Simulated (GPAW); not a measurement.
# GaN: dielectric tensor with PBE

**Experimental background.**

“Studying electronic properties in GaN without electrical contacts using γ-γ vs e−-γ Perturbed Angular Correlations”, 2019, pmc:6823545 quotes, for a bulk crystal of GaN: band gap 3.503 ± 0.005 eV (direct).

The system is GaN.

```
Ga N
1.0
     3.18000    0.00000    0.00000
    -1.59000    2.75396    0.00000
     0.00000    0.00000    5.16600
Ga N
2 2
Direct
  0.66667 0.33333 0.50000
  0.33333 0.66667 0.00000
  0.66667 0.33333 0.87500
  0.33333 0.66667 0.37500
```

```
Program             : GPAW 26.7.0
Task                : dielectric tensor
Functional          : PBE
Potentials or basis : GPAW PAW data sets (gpaw-data 1.2.1)
Cutoff              : 600 eV
Basis               : pw
k mesh              : 8 × 8 × 4
Occupations         : fermi-dirac, width 0.001 eV
Spin                : no spin polarisation
Response ecut       : 80 eV
Maxiter             : 150
Response k mesh     : 19 × 19 × 10
Response bands      : 48
Kernels             : ["RPA", "ALDA", "LR0.1"]
Coarser k mesh      : 13 × 13 × 7
```

| Property | Result |
| --- | --- |
| Band gap on the k mesh | 2.05 eV, direct |
| Electronic dielectric tensor (diagonal) | 5.36, 5.36, 5.46 |

Electronic dielectric tensor:
```
5.36 0.00 0.00
0.00 5.36 0.00
0.00 0.00 5.46
```

Run time: 33 min on 1 thread of Intel(R) Xeon(R) Processor @ 2.50GHz (Skylake/Cascade Lake), on a shared host, peak memory 1.5 GiB.

Measured gap of GaN: 3.503 eV (direct; quoted in “Studying electronic properties in GaN without electrical contacts using γ-γ vs e−-γ Perturbed Angular Correlations”, 2019, pmc:6823545). This calculation gives 2.05 eV (-1.45 eV). Spin-orbit coupling on Ga is left out. The value is that of PBE on a finite k mesh, which can miss the band edges, without temperature or zero-point motion. Semilocal functionals fall short of measured gaps as a rule.

Caveat: the long-wavelength limit can be off by a per cent or two; an odd mesh through Γ misses points on the zone boundary, where band edges often lie.
